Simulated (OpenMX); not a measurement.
Crystal: Ge.

```
Ge
1.0
     0.00000    2.82891    2.82891
     2.82891    0.00000    2.82891
     2.82891    2.82891    0.00000
Ge
2
Direct
  0.75000 0.75000 0.75000
  0.50000 0.50000 0.50000
```

Base run:

- Program: OpenMX 3.8.5
- Functional: PBE
- Potentials or basis: OpenMX 2013 PBE set, Ge7.0-s3p2d2f1, grid cutoff 300 Ry
- k mesh: 9 × 9 × 9
- Occupations: fermi-dirac, width 0.05 eV
- Spin: no spin polarisation

Its results: pressure 5.1 GPa.

Q: The run is repeated on the same cell with these changes: potentials or basis from OpenMX 2013 PBE set, Ge7.0-s3p2d2f1, grid cutoff 300 Ry to OpenMX 2013 PBE set, Ge7.0-s2p2d1, grid cutoff 300 Ry. What comes out?

A: Pressure 6.2 GPa.

Caveats: the basis of atomic orbitals isn't converged, which shifts pressures, moduli and gaps.

Not every run made on this cell is shown here.
